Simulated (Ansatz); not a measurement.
Yb:

```
Yb
1.0
     3.87990    0.00000    0.00000
    -1.93995    3.36009    0.00000
     0.00000    0.00000    6.38590
Yb
2
Direct
  0.66667 0.33333 0.75000
  0.33333 0.66667 0.25000
```

This isn't the form of Yb at room conditions, which is fcc.

Program: Ansatz 0.2.0. Alike in all runs: spin collinear, ferromagnetic start; cell as given; k mesh 8 × 8 × 4; smearing fermi-dirac 0.05 eV; basis error allowed 0.001 eV/atom. Hardware: 2 threads of AMD EPYC (Zen 3), with other jobs on the host.

Q: Order these runs on this cell by their wall time, lowest first.
A. task density of states; level PBEsol+U; potentials or basis all-electron LAPW, scalar-relativistic; U Yb f U = 4 eV; cutoff (eV) 171
B. task band structure; level PBEsol; potentials or basis all-electron LAPW, scalar-relativistic; cutoff (eV) 171
C. task band structure; level PBEsol; potentials or basis all-electron LAPW, non-relativistic; cutoff (eV) 125

A: C (35 s), B (77 s), A (310 s).

Caveats: an open f shell can end in a state above the lowest; spin-orbit coupling is left out, which moves the levels of the heavy elements; the starting moments weren't kept (some runs); the magnetic state may not be the lowest (some runs); the program listed the state as in doubt (some runs); U is the effective U less J, on atomic orbitals that reach past the spheres (some runs); relativity is left out, which matters for the heavier elements (some runs).
